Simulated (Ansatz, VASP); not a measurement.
# Two plane-wave programs on BaS

Contents of INCAR:

```
PREC     = Accurate       # precision mode
ENCUT    = 520            # plane-wave cutoff, eV
EDIFF    = 1E-6           # SCF threshold, eV
ISMEAR   = 0              # smearing method
SIGMA    = 0.023          # smearing width, eV
LREAL    = False          # projectors in reciprocal space
LASPH    = True           # aspherical terms in the spheres
NELM     = 80             # most SCF steps
ALGO     = Normal         # electronic algorithm
ISIF     = 2              # what is computed and relaxed
LWAVE    = False          # write WAVECAR
LCHARG   = True           # write CHGCAR
GGA      = PE             # functional
LELF     = True           # ELF
LVHAR    = True         
NBANDS   = 15             # bands
```

KPOINTS

```
regular mesh
0
Gamma
  7 7 7
```

POSCAR

```
BaS
1.0
    0.0000000000      3.1937500000      3.1937500000
    3.1937500000      0.0000000000      3.1937500000
    3.1937500000      3.1937500000      0.0000000000
Ba S
1 1
Direct
    0.0000000000      0.0000000000      0.0000000000
    0.5000000000      0.5000000000      0.5000000000
```

input.yaml

```yaml
crystal:
  lattice:
    - [0.0, 3.19375, 3.19375]
    - [3.19375, 0.0, 3.19375]
    - [3.19375, 3.19375, 0.0]
  atoms:
    - { symbol: Ba, position: [0.0, 0.0, 0.0] }
    - { symbol: S, position: [0.5, 0.5, 0.5] }
hamiltonian:
  xc: pbe
  pseudopotentials: { kind: paw }
kpoints:
  mp_grid: { grid: [7, 7, 7] }
scf:
  occupations: { method: gaussian, width: 0.023 }
output:
  forces: true
  stress: true
  eigenvalues: true
  write_density: true
  write_potential: true
  elf: true
  volumetric_format: npy
```

Alike in both runs: task single point; functional PBE; k mesh 7 × 7 × 7; occupations gaussian, width 0.023 eV; no spin polarisation.

```csv
,VASP,Ansatz
version,VASP 6.6.1,Ansatz 0.2.0
potentials or method,"VASP PAW PBE potentials, release 64 (Ba_sv, S)",Ansatz PAW
plane-wave cutoff (eV),520,420
valence electrons in the cell,16,16
```

VASP gave:

* gap on the k mesh at the Fermi level (eV): 2.17
* least direct gap on the mesh (eV): 2.31
* pressure (GPa): 1.4

What did Ansatz give for the same quantities?

gap on the k mesh at the Fermi level (eV): 2.26; least direct gap on the mesh (eV): 2.38; pressure (GPa): 0.8.

Caveats: spin-orbit coupling is left out, which moves the levels of the heavy elements; an odd mesh through Γ misses points on the zone boundary, where band edges often lie (VASP); odd divisions of the mesh miss points on the zone boundary, where band edges often lie, so the gap on the mesh can be too wide (Ansatz). PBE gaps usually lie below the measured ones, often by a third to a half.
